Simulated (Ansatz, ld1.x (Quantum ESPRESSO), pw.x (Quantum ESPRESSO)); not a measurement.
## Which Si potential is closest to all-electron in the fcc crystal?

All use PBE, scalar-relativistic, no spin, cutoffs from each file’s atomic test, pw.x 7.5; 15³ k-points, Fermi–Dirac smearing 0.01 Ry. Δ is the rms difference from all-electron LAPW of the E(V) curves that follow from fits to the pressures, over ±6 % in volume. Mesh and smearing are coarse and serve the comparison alone. The files are a selection: those with a ghost or negative overlap were mostly not run, and those with noisy or unconverged pressures or nearly equal Δ are left out.

All-electron: a0 = 3.869 Å (V0 = 14.48 Å³/atom), B0 = 82.7 GPa.

Q: Rank them by Δ, smallest first.
A. norm-conserving Troullier–Martins (Kleinman–Bylander form), ld1.x (Quantum ESPRESSO) 7.5, PBE; core [Ne], reference 3s2 3p2; waves: 3s (bound): rc 1.35 bohr; 3p (bound): rc 2.00 bohr; 3d channel at 0.05 Ry: rc 1.60 bohr; local part: the d channel; core correction: none.
B. norm-conserving RRKJ (Kleinman–Bylander form), ld1.x (Quantum ESPRESSO) 7.5, PBE; core [Ne], reference 3s2 3p2; waves: 3s (bound): rc 1.55 bohr; 3p (bound): rc 2.25 bohr; 3d channel at -0.1 Ry: rc 2.05 bohr; local part: the d channel; core correction: a·sin(br)/r model core, default radius (core density twice the valence density); rho0 0.02.
C. norm-conserving Troullier–Martins (Kleinman–Bylander form), ld1.x (Quantum ESPRESSO) 7.5, PBE; core [Ne], reference 3s2 3p2; waves: 3s (bound): rc 1.90 bohr; 3p (bound): rc 2.45 bohr; 3d channel at 0.45 Ry: rc 2.20 bohr; local part: all-electron potential smoothed inside 2.10 bohr (lloc = -1); core correction: none.

A: C (0.5 meV/atom), A (1.4 meV/atom), B (2.0 meV/atom).
